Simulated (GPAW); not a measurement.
The system is MoSe2.

```xyz
6
Lattice="3.2880 0.0000 0.0000 -1.6440 2.8475 0.0000 0.0000 0.0000 12.9000" Properties=species:S:1:pos:R:3 pbc="T T T"
Mo    1.6440    0.9492    9.6750
Mo    0.0000    1.8983    3.2250
Se    1.6440    0.9492    4.8375
Se    0.0000    1.8983   11.2875
Se    1.6440    0.9492    1.6125
Se    0.0000    1.8983    8.0625
```

| Property | Result |
| --- | --- |
| Program | GPAW 26.7.0 |
| Task | relaxation of cell and atoms |
| Functional | MS2 |
| Potentials or basis | GPAW PAW data sets (gpaw-data 1.2.1) |
| Cutoff | 600 eV |
| Basis | pw |
| k mesh | 6 × 6 × 2 |
| Occupations | fermi-dirac, width 0.05 eV |
| Spin | no spin polarisation |

At the start: pressure 4.7 GPa; volume 20.13 Å³/atom.

Task: Where does the relaxation end?

Result: Over 15 steps the energy falls by 19.4 meV/atom and the volume is 21.54 Å³/atom (+7.0 %); space group P6_3/mmc (No. 194, to 0.05 Å).

Step by step:
```csv
step,energy change (eV),largest force (eV/Å),pressure (GPa),volume (Å³)
1,0.0000,0.8148,4.67,120.78
2,-0.0473,0.4937,3.00,121.28
3,-0.0803,0.0237,0.33,122.18
4,-0.0810,0.0510,0.19,122.26
5,-0.0844,0.1325,-0.19,122.61
6,-0.0895,0.1966,-0.45,123.16
7,-0.0975,0.2189,-0.41,124.08
8,-0.1044,0.1486,0.13,124.96
9,-0.1072,0.0548,0.65,125.43
10,-0.1082,0.0074,0.84,125.64
11,-0.1100,0.0489,0.95,126.11
12,-0.1125,0.0853,0.84,126.97
13,-0.1147,0.0728,0.45,128.14
14,-0.1159,0.0279,0.09,128.99
15,-0.1161,0.0026,-0.01,129.24
```

Final structure:
```cif
data_structure
_symmetry_space_group_name_H-M 'P 1'
_symmetry_Int_Tables_number 1
_cell_length_a 3.2860
_cell_length_b 3.2860
_cell_length_c 13.8213
_cell_angle_alpha 90.000
_cell_angle_beta 90.000
_cell_angle_gamma 120.000
_cell_volume 129.24
loop_
_atom_site_label
_atom_site_type_symbol
_atom_site_fract_x
_atom_site_fract_y
_atom_site_fract_z
_atom_site_occupancy
Mo1 Mo 0.66667 0.33333 0.75000 1
Mo2 Mo 0.33333 0.66667 0.25000 1
Se1 Se 0.66667 0.33333 0.37022 1
Se2 Se 0.33333 0.66667 0.87021 1
Se3 Se 0.66667 0.33333 0.12979 1
Se4 Se 0.33333 0.66667 0.62978 1
```

Caveat: the k mesh is coarse; later steps reuse the first step's grids; the PAW data sets were made with another functional, which shifts forces and pressure a little.
